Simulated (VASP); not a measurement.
AlP, 2 atoms in the cell. Symmetry: F-43m, No. 216, cubic system. The conventional cell has a = 5.435 Å, b = 5.435 Å, c = 5.435 Å, α = 90.00°, β = 90.00°, γ = 90.00°. Al (site symmetry -43m) has 4 P at 2.35 Å as nearest neighbours. Around P (site symmetry -43m) lie 4 Al at 2.35 Å. 

* Program: VASP 6.6.1
* Task: relaxation of cell and atoms
* Functional: LDA
* Potentials or basis: VASP PAW LDA potentials, release 64 (Al, P)
* Cutoff: 600 eV
* k mesh: 8 × 8 × 8
* Occupations: gaussian, width 0.03 eV
* Spin: no spin polarisation
* Further INCAR settings: ALGO = Normal; EDIFF = 1e-07; IBRION = 2; EDIFFG = -0.005; NSW = 90; ISIF = 3

Potentials or basis: VASP PAW LDA potentials, release 64 (Al, P).

Command:

```sh
$ cat potpaw_LDA.64/Al/POTCAR potpaw_LDA.64/P/POTCAR > POTCAR
$ mpirun -np 1 vasp_std > vasp.out
```

Hardware: 1 thread of AMD EPYC 7R13 Processor (Zen 3), on a shared host.

How long does it take, and how much memory?

It took 12 s on 1 thread of AMD EPYC 7R13 Processor (Zen 3), on a shared host, peak memory 0.12 GiB. Counts: scf iterations 12, k points 29, ion steps 1.
